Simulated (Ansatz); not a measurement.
## Cu: a film clamped to a substrate

These are results of DFT PBEsol, scalar-relativistic, plane waves, PAW in Ansatz 0.2.0, not measurements. Cutoff 420 eV, Γ-centred 30×30×30 k-points, Gaussian smearing of 0.15 eV. No spin polarisation. Energies are free energies at this smearing, counted from the undisturbed cell; pressure is positive in compression.

Reference structure (relaxed at this level; this bcc form isn't the usual structure):

```
Cu
1.0
    -1.44509    1.44509    1.36001
     1.44509   -1.44509    1.36001
     1.44509    1.44509   -1.36001
Cu
1
Direct
  0.00000 0.00000 0.00000
```

The cell (1 atom, V0 = 11.36 Å³) is strained by p along both x and y and by q along z, fractional coordinates fixed. τp = (1/V0) ∂E/∂p = (σxx + σyy)(1 + p)(1 + q) and τq = (1/V0) ∂E/∂q = σzz(1 + p)², with tension positive.

```
     p q  ΔE (meV/atom)  τp (GPa)  τq (GPa)
 0.000   0.000           0.00      0.08     -0.07
-0.040   0.000          42.41    -31.88    -15.05
 0.040   0.000          33.35     22.07     11.17
 0.000  -0.040          11.80    -13.70     -8.86
 0.000   0.040           9.07     12.16      6.11
```

Q: Get the second derivatives of the energy density.

A: Central differences give A = ∂τp/∂p = 674 GPa (C11 + C22 + 2 C12), C = ∂τq/∂q = 187 GPa (C33) and the cross term B = ∂τq/∂p = 328 GPa (C13 + C23); ∂τp/∂q = 323 GPa must equal B, and any difference shows higher-order terms. Steps this large leave an error of some per cent of A or C in all of these, which can swamp a small B. The ions are clamped.

Q: A film of this crystal grows with z along the normal on a substrate that imposes p. How does its thickness respond, and what does the misfit cost?

A: Count p and q from the stress-free cell. A free surface needs τq = 0, so q = −(B/C) p = -1.75 p. The energy density left is (A − B²/C) p²/2 = M p², with the biaxial modulus M = 50 GPa (a small difference of large numbers, so errors of a few per cent in A, B and C become tens of per cent in M); a misfit of 1 % costs 0.36 meV/atom, against 2.39 meV/atom if the thickness were held.

In a metal these slopes depend on the k mesh and the smearing.

The film responds to misfit mainly by changing shape: the thickness ratio of -1.75 is close to the -2 of constant volume, so in-plane compression is largely offset by expansion along z. This is why releasing the thickness lowers the cost of a 1 % misfit from 2.39 to 0.36 meV/atom. Copper's nearly filled d shell and delocalised s electrons give little directional bonding, so the energy depends strongly on density but only weakly on a tetragonal change of shape.

The relaxed cell is in fact body-centred tetragonal, shorter along z than in the plane. In-plane compression with expansion along z first takes it towards cubic bcc and, much further along the same Bain path, towards fcc, the usual structure of copper. The small positive M suggests a shallow minimum along this path, not a stable phase. The strains keep x and y equal, so they fix only the sum of C11 and C12 and can't reveal an instability to orthorhombic shear, through which such a cell could still turn into fcc.
